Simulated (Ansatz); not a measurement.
Moving the functional in MoSi2

```yaml
crystal:
  lattice:
    - [-1.60000, 1.60000, 3.93050]
    - [1.60000, -1.60000, 3.93050]
    - [1.60000, 1.60000, -3.93050]
  atoms:
    - { symbol: Mo, position: [0.00000, 0.00000, 0.00000] }
    - { symbol: Si, position: [0.66700, 0.66700, 0.00000] }
    - { symbol: Si, position: [0.33300, 0.33300, 0.00000] }
```

Kept alike: task band structure; k mesh 12 × 12 × 12; occupations fermi-dirac, width 0.05 eV; no spin polarisation. Program: Ansatz, all-electron LAPW, scalar-relativistic. The mesh is that of the run's cell of 3 atoms. No spin-orbit coupling.

| run | pressure (GPa) |
| --- | --- |
| A | -2.69 |
| B | -6.05 |
| C | 2.27 |

Pressure is positive in compression. For a metal such a mesh leaves the last digits unconverged.

**Question.** The runs differ in the functional alone: LDA; PBE; PBEsol. Which run is which?

**Answer.** Run A is PBEsol; run B is LDA; run C is PBE. The pressure runs from -6.05 (LDA) to 2.27 GPa (PBE). From PBE: LDA -8.32; PBEsol -4.96. A positive pressure means that the functional's own cell is larger than the one given, a negative one that it is smaller.
